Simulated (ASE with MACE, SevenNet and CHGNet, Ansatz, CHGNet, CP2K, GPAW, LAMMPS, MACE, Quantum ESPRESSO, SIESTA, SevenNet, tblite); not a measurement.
# Machine-learned potentials on liquid Al2O3 at 2500 K (95 atoms): settings against a plane-wave reference

Aim: run liquid Al2O3 at 2500 K (95 atoms) in machine-learned potentials and see how near its forces come to a plane-wave reference, and at what cost.

Program: ASE with MACE, SevenNet and CHGNet. Level of theory: the method is named at each step. Results are calculated unless marked as measured.

### 1. Set-up

The cell holds 95 atoms: 38 Al and 57 O. Its edges and angles: a = 10.461 Å, b = 10.461 Å, c = 10.461 Å, α = 90.0°, β = 90.0°, γ = 90.0°. 95 atoms (38 Al, 57 O) placed at random at 2.81 g/cm³, melted at 4500 K for 20 ps at fixed volume with the Morse and Coulomb pair potential with partial charges (Pedone, Malavasi, Menziani, Cormack and Segre, J. Phys. Chem. B 110, 11780 (2006)). Snapshot at the end of a hold of 20 ps at 2500 K and fixed volume.

The yardstick, on the same geometry:

```
method                                           : Kohn-Sham DFT, PBE, SSSP efficiency 1.3.0 pseudopotentials, plane waves (Quantum ESPRESSO 7.5); sssp-pbe-1.3.0-efficiency, cutoffs 60/480 Ry, Γ point
r.m.s. force component                           : 2.806 eV/Å
longest force                                    : 14.18 eV/Å
pressure                                         : 4.765 GPa
gap (highest filled to lowest empty level) : 1.41 eV
time                                             : 3.1 min on 4 MPI ranks of Arm Neoverse V2, shared host
CPU time                                         : 12 min
```

### 2. MACE MPA-0 medium potential

Method: machine-learned interatomic potential MACE MPA-0 medium, trained on PBE(+U) plane-wave data.

The input, run.py:

```python
import numpy as np
from ase.io import read
import mlip  # loads the published weights by name

atoms = read("structure.xyz")
atoms.calc = mlip.calc("mace-mpa-0-medium")
energy = atoms.get_potential_energy()
forces = atoms.get_forces()
print(f"energy {energy:.6f} eV")
print("forces (eV/A)")
for i, (a, f) in enumerate(zip(atoms, forces)):
    print(f"{i:4d} {a.symbol:2s} {f[0]:10.5f} {f[1]:10.5f} {f[2]:10.5f}")
stress = -atoms.get_stress(voigt=False) * 160.21766
print("stress (GPa, compression positive)")
for row in stress:
    print(" ".join(f"{x:10.4f}" for x in row))
```

The input, structure.xyz:

```xyz
95
Lattice="10.46110 0.00000 0.00000 0.00000 10.46110 0.00000 0.00000 0.00000 10.46110" Properties=species:S:1:pos:R:3 pbc="T T T"
Al 3.25257 5.43496 2.27131
Al 7.58513 7.47592 5.43098
Al 2.72282 2.53263 8.35852
Al 9.29762 0.72569 1.99933
Al 9.41928 6.52135 2.99690
Al 7.13886 2.23135 10.46047
Al 7.32580 4.15975 1.82787
Al 9.28130 3.14774 8.85103
Al 7.05266 9.02186 3.00129
Al 6.99053 5.10292 7.68933
Al 8.65666 10.34143 9.27596
Al 1.10616 7.47425 4.76691
Al 0.63488 4.01759 6.35993
Al 7.44119 1.68748 3.04428
Al 5.05679 4.38310 9.92737
Al 1.14214 10.44541 3.64674
Al 10.12729 1.63340 5.71961
Al 2.24830 9.19782 6.75390
Al 1.77546 2.59425 2.59990
Al 5.47639 9.67683 0.91022
Al 2.01512 5.63236 8.89528
Al 3.99760 1.61624 0.46249
Al 2.91896 8.95177 9.52347
Al 4.22932 6.93843 7.70450
Al 3.70292 3.72530 5.82505
Al 1.12771 0.43780 10.39384
Al 0.80990 7.25791 0.33172
Al 6.63840 10.25188 5.57775
Al 8.40539 7.69257 0.29134
Al 6.24716 7.80827 8.90104
Al 0.68070 4.67716 3.96538
Al 9.70591 9.20336 6.46098
Al 6.23774 2.07360 7.63012
Al 9.52598 6.00363 8.06791
Al 7.77385 4.29208 4.72821
Al 5.21496 6.12822 5.17082
Al 3.58481 8.84099 3.72781
Al 4.48478 1.42135 3.59422
O 3.43699 0.03212 4.09144
O 1.97589 2.68631 6.65995
O 4.49670 2.57992 6.94345
O 6.76300 3.67321 7.19410
O 4.14260 10.21464 0.42441
O 3.28845 1.88750 1.93321
O 1.72912 8.62298 3.65071
O 0.83814 2.16900 3.78232
O 6.80296 9.56427 10.10971
O 6.65587 0.78667 6.82074
O 8.47129 4.65707 8.55980
O 6.29151 0.81105 4.03296
O 6.20354 8.69799 5.03744
O 5.15335 2.30050 9.81335
O 8.58867 6.60179 6.67460
O 0.38633 6.36349 3.69904
O 9.74263 10.07090 8.00672
O 1.90120 4.23978 2.67877
[... 35 atom lines left out ...]
O 3.31669 8.42945 5.77746
O 0.46071 4.96180 7.84018
O 2.64321 1.58224 9.91691
O 9.67756 10.33619 0.06842
```

The run is started by

```
OMP_NUM_THREADS=1 python run.py > output.txt
```

What it wrote:

```text
energy -644.359825 eV
forces (eV/A)
   0 Al    1.29868   -0.30147    0.29223
   1 Al    0.69494    0.08644    1.43845
   2 Al    0.89578    0.16805   -1.68107
   3 Al    4.98017    0.17480   -5.35378
   4 Al   -1.51660   -2.36378   -8.03906
   5 Al   -3.28174   -2.07993    3.61854
   6 Al    3.38171    2.52184   -0.40566
   7 Al    2.07076   -2.01391   -0.44461
   8 Al   -2.37227   -0.10247    3.40758
   9 Al    0.27421    7.97902    3.11440
  10 Al   -3.40736    0.21831   -2.16765
  11 Al    1.97869   -1.32515    0.63912
  12 Al   -0.88601   -0.84096    3.28721
  13 Al   -2.84310    1.75269    0.90175
  14 Al   -1.90904   -2.71033    4.05478
  15 Al    3.61909   -0.91362    6.50444
  16 Al   -3.82335    6.99177    0.92256
  17 Al   -0.28933   -1.16062   -0.20256
  18 Al    4.85380   -1.67220   -3.61040
  19 Al    7.17616   -1.59743    1.37980
  20 Al   -2.39275    0.01011   -0.27844
  21 Al    3.06050   -3.36181   -0.34203
  22 Al    0.07980    1.87281   -1.47687
  23 Al   -0.17834    1.92646    0.64703
[...]
87 O     0.13174   -1.20646   -0.14914
  88 O    -3.80024   -2.14855    0.60296
  89 O    -0.50480    2.77928    0.49707
  90 O    -1.24113   -2.81559   -2.00261
  91 O     2.50650   -1.59389   -2.24463
  92 O     2.56950    0.24366    0.88914
  93 O    -3.70196   -0.21688   -1.95997
  94 O     2.44235    0.81698    5.41350
stress (GPa, compression positive)
    3.3478     1.2926     1.3292
    1.2926     3.3495     3.6212
    1.3292     3.6212     7.1365
```

The job ended after 8.2 s (1 thread of Arm Neoverse V2, shared host; peak memory 1.2 GiB).

Banners, paths, timers and routine set-up lines are dropped from the logs unmarked, and long logs keep their key lines alone; longer cuts are marked.

Compared with the plane-wave run:

```
r.m.s. force component                  : 2.731 eV/Å
r.m.s. difference of force components   : 138.9 meV/Å
longest difference of force vectors     : 676.3 meV/Å
force difference over r.m.s. force      : 4.952 %
slope of forces against the reference's : 0.9722
correlation of force components         : 0.9991
pressure                                : 4.611 GPa
pressure difference                     : -0.1534 GPa
```

Length of the force difference by element (eV/Å):

```
element  atoms  mean  most
     Al     38  0.24  0.58
      O     57  0.19  0.68
```

A closer look about O54, picked at random: 11 atoms, nearest first, numbered in the order of the input, with positions taken from that point.

```csv
atom,x,y,z,distance (Å),bonds,Fx,Fy,Fz (eV/Å)
O54,0.00,0.00,0.00,0.00,3,3.59,0.75,-0.55
Al5,-1.43,0.16,-0.70,1.60,4,-1.52,-2.36,-8.04
Al12,0.72,1.11,1.07,1.70,3,1.98,-1.33,0.64
Al31,0.29,-1.69,0.27,1.73,4,-1.17,-1.27,-2.49
O75,1.12,-1.28,1.63,2.35,2,6.51,1.25,2.47
O66,-2.34,0.93,0.24,2.53,3,-4.62,5.56,5.85
O89,-1.02,-1.89,1.39,2.56,3,-3.80,-2.15,0.60
O45,1.34,2.26,-0.05,2.63,3,-0.03,1.53,-1.39
O58,-2.19,-1.43,-0.95,2.78,3,1.50,1.12,-1.17
O56,1.51,-2.12,-1.02,2.80,3,0.07,3.69,-0.34
O60,-1.09,1.04,-2.43,2.86,3,2.29,-1.36,1.61
```

Atoms are counted from 1 here, from 0 in the log.

Forces lie 5.0 % from the reference's, at 0.010 times its CPU time (on 1 against 4 cores).

### 3. SevenNet 0 potential

Method: machine-learned interatomic potential SevenNet 0, trained on PBE(+U) plane-wave data.

run.py: that of step 2 with these lines changed.

```diff
@@ -5,3 +5,3 @@
 atoms = read("structure.xyz")
-atoms.calc = mlip.calc("mace-mpa-0-medium")
+atoms.calc = mlip.calc("7net-0")
 energy = atoms.get_potential_energy()
```

structure.xyz is that of step 2.

What it wrote:

```text
energy -645.195557 eV
forces (eV/A)
   0 Al    1.17738   -0.28950    0.29938
   1 Al    0.64335   -0.02562    1.50929
   2 Al    0.75605    0.03969   -1.49313
   3 Al    5.47599   -0.22704   -5.56406
   4 Al   -1.32195   -2.32556   -8.13052
   5 Al   -3.11243   -2.14660    3.45519
   6 Al    3.24569    2.42523   -0.79540
   7 Al    2.06384   -1.98874   -0.36906
   8 Al   -2.51554    0.10324    3.39704
   9 Al    0.12822    7.91259    3.06578
  10 Al   -3.42369    0.28314   -2.11255
  11 Al    2.01558   -1.35789    0.67977
  12 Al   -1.08185   -0.89196    3.39633
  13 Al   -2.93310    1.78961    0.99318
  14 Al   -1.81832   -2.49661    3.86374
  15 Al    3.44990   -1.01013    6.33539
  16 Al   -3.74853    6.79228    0.98355
  17 Al   -0.50288   -0.99505    0.04490
  18 Al    5.12135   -1.57540   -4.09385
  19 Al    7.17817   -1.49479    1.29870
  20 Al   -2.34654   -0.02981   -0.20658
  21 Al    3.21096   -3.33915   -0.40214
  22 Al   -0.20457    1.87854   -1.11545
  23 Al   -0.35798    1.88157    0.60947
[...]
87 O    -0.02359   -1.18665   -0.12611
  88 O    -3.78545   -2.01520    0.50203
  89 O    -0.52872    2.40755    0.52600
  90 O    -1.29676   -2.82305   -1.91596
  91 O     2.56569   -1.61964   -2.50975
  92 O     2.60682    0.19308    0.72353
  93 O    -3.66990   -0.29354   -2.11212
  94 O     2.61548    1.02033    5.56690
stress (GPa, compression positive)
    2.4856     1.3300     1.3345
    1.3300     2.3160     3.4353
    1.3345     3.4353     6.4824
```

Wall time 7.7 s (1 thread); peak memory 1 GiB.

Against the reference:

```
r.m.s. force component                  : 2.743 eV/Å
r.m.s. difference of force components   : 162.2 meV/Å
longest difference of force vectors     : 600.3 meV/Å
force difference over r.m.s. force      : 5.781 %
slope of forces against the reference's : 0.9762
correlation of force components         : 0.9986
pressure                                : 3.761 GPa
pressure difference                     : -1.003 GPa
```

Against the first run (5.0 %), the force difference from the reference is 5.8 %, at 0.91 times the CPU time.

### 4. CHGNet r2SCAN potential

Method: machine-learned interatomic potential CHGNet r2SCAN, trained on r2SCAN plane-wave data.

run.py: that of step 3 with these lines changed.

```diff
@@ -5,3 +5,3 @@
 atoms = read("structure.xyz")
-atoms.calc = mlip.calc("7net-0")
+atoms.calc = mlip.calc("chgnet-r2scan")
 energy = atoms.get_potential_energy()
```

structure.xyz is that of step 3.

What it wrote:

```text
CHGNet vr2scan initialized with 412,525 parameters
CHGNet will run on cpu
energy -858.015076 eV
forces (eV/A)
   0 Al    1.01241   -0.18996    0.31039
   1 Al    0.45093   -0.13824    1.10549
   2 Al    1.00979    0.32972   -1.36969
   3 Al    4.38186    0.14395   -4.46351
   4 Al   -1.35046   -2.30362   -6.34852
   5 Al   -2.64872   -1.50244    3.10866
   6 Al    2.57682    1.52831    0.02740
   7 Al    1.70108   -1.61138   -0.37063
   8 Al   -1.60005    0.16693    2.37634
   9 Al    0.42282    5.90163    2.33970
  10 Al   -2.62044    0.59811   -1.71818
  11 Al    1.52376   -0.90756    0.47705
  12 Al   -0.89317   -0.71505    2.48045
  13 Al   -2.18521    1.41696    0.57566
  14 Al   -1.32070   -2.64512    3.48819
  15 Al    2.87964   -0.89749    5.68782
  16 Al   -3.29017    6.02880    0.54391
  17 Al   -0.15573   -1.14481   -0.16320
  18 Al    4.01008   -1.64089   -3.07108
  19 Al    5.64282   -0.79193    0.91744
  20 Al   -1.65685    0.09684   -0.25817
  21 Al    2.83453   -2.88365   -0.26268
  22 Al   -0.37450    1.45743   -1.01965
  23 Al    0.20304    1.59975    0.34360
[...]
87 O    -0.02976   -1.31391   -0.20016
  88 O    -3.24868   -1.79477    0.31386
  89 O    -0.52517    2.02454    0.11983
  90 O    -1.15050   -2.02698   -1.76772
  91 O     2.21894   -1.38548   -1.66242
  92 O     2.31908    0.33278    0.65269
  93 O    -3.38781   -0.22128   -1.99483
  94 O     2.66008    0.97736    4.98883
stress (GPa, compression positive)
   -3.4670     1.2824     1.5549
    1.2824    -3.2704     2.4224
    1.5549     2.4224    -0.2263
```

Run time: 3.3 s. Hardware: 1 thread; peak memory 1.4 GiB.

Numbers from this run, and their distance from the reference:

| Item | Value |
| --- | --- |
| r.m.s. force component | 2.297 eV/Å |
| r.m.s. difference of force components | 593.7 meV/Å |
| longest difference of force vectors | 2388 meV/Å |
| force difference over r.m.s. force | 21.16 % |
| slope of forces against the reference's | 0.8126 |
| correlation of force components | 0.9928 |
| pressure | -2.321 GPa |
| pressure difference | -7.086 GPa |

Against the first run (5.0 %), the force difference from the reference is 21 %, at 0.44 times the CPU time; this potential was trained at another functional than the reference's.

### 5. The ladder

Differences are against the plane-wave reference, forces as r.m.s. over components; share is that over the reference's r.m.s. force, slope the least-squares factor from reference forces to these. Total energies of different programs have different zeros and aren't compared.

```csv
run,"Δ force, r.m.s. (meV/Å)",share (%),slope,Δ pressure (GPa),cores,CPU time,memory (GiB)
reference,-,-,-,-,4,12 min,4.2
MACE MPA-0 medium potential,139,4.95,0.972,-0.153,1,7.5 s,1.2
SevenNet 0 potential,162,5.78,0.976,-1.00,1,6.9 s,1.0
CHGNet r2SCAN potential,594,21.2,0.813,-7.09,1,3.3 s,1.4
```

Times of the machine-learned potentials are mostly Python's start and the loading of weights.

CPU time is summed over cores on a shared host, where runs went side by side, so it is rough. Symmetry, cutoffs, thresholds, outputs and thread counts weren't matched or tuned between programs; memory under MPI is the largest rank's times the ranks.

### 6. What came out

* nearest in forces: MACE MPA-0 medium potential, 5.0 %
* its CPU time: 7.5 s

**Reading.** Machine-learned potentials differ by 5.0 % (MACE MPA-0 medium potential) to 21 % (CHGNet r2SCAN potential); they were trained on other programs' data, some at another functional. The reference's pressure holds the uncorrected Pulay stress of its 60 Ry basis, so small pressure differences, and their order, may be the reference's own error. The frame stands for 2500 K, but pressures are static and levels are smeared at 580 K. Machine-learned potentials mimic data converged in k, so the reference's own k-point error enters their differences. The network of bonds at the start is that of the classical potential that made the cell, and needn't be the one that DFT or experiment would give. The reference's stress is far from hydrostatic: its diagonal is 3.6, 3.5, 7.3 GPa, compression counted positive. The electronic-structure runs sample only Γ, in a cell whose shortest periodic width is 10 Å.

[Also dropped from logs without a mark: logging warnings of Python, and SIESTA's first energy breakdown and zero terms.]

[Logs are printed without paths, hosts, clocks, repeated set-up lines and the standing remarks that a program may print on its own settings, such as how far it seeks lower states.]

[Hosts, paths, dates, database ids (printed as entryN), source tags and the programs' standing remarks are cut or masked in the printed files.]
